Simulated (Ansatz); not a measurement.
Runs of Ansatz 0.2.0 on HgSe. The structure is cubic, space group F-43m (No. 216). Conventional cell: a = 6.078 Å, b = 6.078 Å, c = 6.078 Å, α = 90.00°, β = 90.00°, γ = 90.00°. Hg (site symmetry -43m) is surrounded by 4 Se at 2.63 Å. Around Se (site symmetry -43m) lie 4 Hg at 2.63 Å. 

```tsv
task	level	potentials or basis	spin	fixed moment (μB)	cell	k mesh	cutoff (eV)	smearing	scf algorithm	optics k mesh	broadening	basis error allowed	other keys	gap on the mesh (eV)	pressure (GPa)	moment (μB)
relaxation of cell and atoms	B88-PBE	all-electron LAPW, inner shells corrected to Dirac's equation	off	-	relaxed from: volume scaled by 0.92	8 × 8 × 8	-	fermi-dirac 0.15 eV	-	-	-	0.0005 eV/atom	-	-	0.0	-
density of states	PBEsol+D3(BJ)+ATM	all-electron PAW datasets made for the crystal	off	-	as given	10 × 10 × 10	240	fermi-dirac 0.1 eV	density_mixing	-	-	-	kpoints.mp_grid.grid = 10 × 10 × 10; scf.algorithm = density_mixing	none	0.0	-
band structure	RPBE-LYP	all-electron LAPW, scalar-relativistic	collinear, ferromagnetic start	-	as given	8 × 8 × 8	278	fermi-dirac 0.025 eV	-	-	-	0.001 eV/atom	-	-	(a)	0.00
band structure	PBEsol	all-electron LAPW, relativistic spinors	SOC, no magnetisation	-	as given	6 × 6 × 6	256	fermi-dirac 0.1 eV	-	-	-	0.002 eV/atom	-	-	1.0	-
density of states	RPBE	all-electron LAPW, inner shells corrected to Dirac's equation	non-collinear, random start	-	as given	6 × 6 × 6	278	gaussian 0.1 eV	-	-	-	0.001 eV/atom	-	none	6.8	0.00
```

Estimate the missing entries.

(a) 10.5.

Caveats: the starting moments weren't kept (some runs); the k mesh is thin for a metal, which can move the energy by tens of meV per atom (some runs); the program warned that the printed levels may be off, so bands, gaps and densities of states are rough (some runs); pairwise dispersion overbinds metals, which lowers pressure and volume (some runs); spin-orbit coupling is left out, which moves the levels of the heavy elements (some runs).

A k mesh can miss the band edges, and rows without SOC leave out spin-orbit coupling on Hg, Se.

A gap of «none» marks a metal or a gap under the smearing width.

The runs don't all hold the same shells in valence.

Runs at the PBE level aren't shown here.
